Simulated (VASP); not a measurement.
**VASP 6.6.1 run: LiF**

INCAR

```
PREC = Accurate
ENCUT = 520
NBANDS = 12
NSW = 0
LREAL = .FALSE.
LCHARG = .FALSE.
IBRION = -1
EDIFF = 1E-7
ISMEAR = -1
MAGMOM = -1 -1
NELM = 120
SIGMA = 0.02
ISPIN = 2
ISIF = 2
LASPH = .TRUE.
LWAVE = .FALSE.
GGA = PE
```

KPOINTS

```
KPOINTS created by Atomic Simulation Environment
0
Gamma
10 10 10
0 0 0
```

POSCAR

```
Li F
 1.0000000000000000
     2.6393034816999998    0.0000000000000000    0.0000000000000000
     0.0000000000000000    2.6393034816999998    0.0000000000000000
     0.0000000000000000    0.0000000000000000    2.5162584438000000
 Li  F
   1   1
Cartesian
  0.0000000000000000  0.0000000000000000  0.0000000000000000
  1.3196517408499999  1.3196517408499999  1.2581292219000000
```

The recommended PBE PAW datasets give the neutral cell 10 valence electrons.

Command

```
mpirun -np 1 vasp_std
```

Q: How does this run end, and what does it give?

A: It converged. Results: pressure -3.0 GPa; magnetic moment of the cell 0.00 μB.

OSZICAR

```
N       E                     dE             d eps       ncg     rms          rms(c)
DAV:   1     0.332236737154E+02    0.33224E+02   -0.52918E+03  6280   0.841E+02
DAV:   2    -0.715916325115E+01   -0.40383E+02   -0.39378E+02  7540   0.185E+02
DAV:   3    -0.824696757540E+01   -0.10878E+01   -0.10862E+01  7704   0.262E+01
DAV:   4    -0.825662261091E+01   -0.96550E-02   -0.96545E-02  6768   0.270E+00
DAV:   5    -0.825675621755E+01   -0.13361E-03   -0.13361E-03  7636   0.242E-01    0.128E+01
DAV:   6    -0.877670678620E+01   -0.51995E+00   -0.31756E+00  6732   0.110E+01    0.534E+00
DAV:   7    -0.901137114582E+01   -0.23466E+00   -0.11701E-01  7544   0.275E+00    0.149E+00
DAV:   8    -0.901939648434E+01   -0.80253E-02   -0.17876E-02  7988   0.121E+00    0.595E-01
DAV:   9    -0.901802288547E+01    0.13736E-02   -0.85094E-03  7344   0.951E-01    0.184E-01
DAV:  10    -0.902001835319E+01   -0.19955E-02   -0.11425E-03  6672   0.384E-01    0.539E-02
DAV:  11    -0.902007956727E+01   -0.61214E-04   -0.16077E-04  6540   0.148E-01    0.331E-02
DAV:  12    -0.902016259641E+01   -0.83029E-04   -0.40942E-05  6544   0.676E-02    0.419E-03
DAV:  13    -0.902016348968E+01   -0.89327E-06   -0.15910E-06  7044   0.153E-02    0.160E-03
DAV:  14    -0.902016363124E+01   -0.14156E-06   -0.21286E-07  6636   0.555E-03    0.816E-04
DAV:  15    -0.902016365346E+01   -0.22221E-07   -0.67623E-08  6664   0.270E-03
   1 F= -.90201637E+01 E0= -.90201637E+01  d E =-.132479E-13  mag=     0.0000
```

For comparison, a separate PBE run of the intended cell, on usual settings and not on those above, gives a gap of 6.91 eV on its mesh and a pressure of -3.0 GPa.
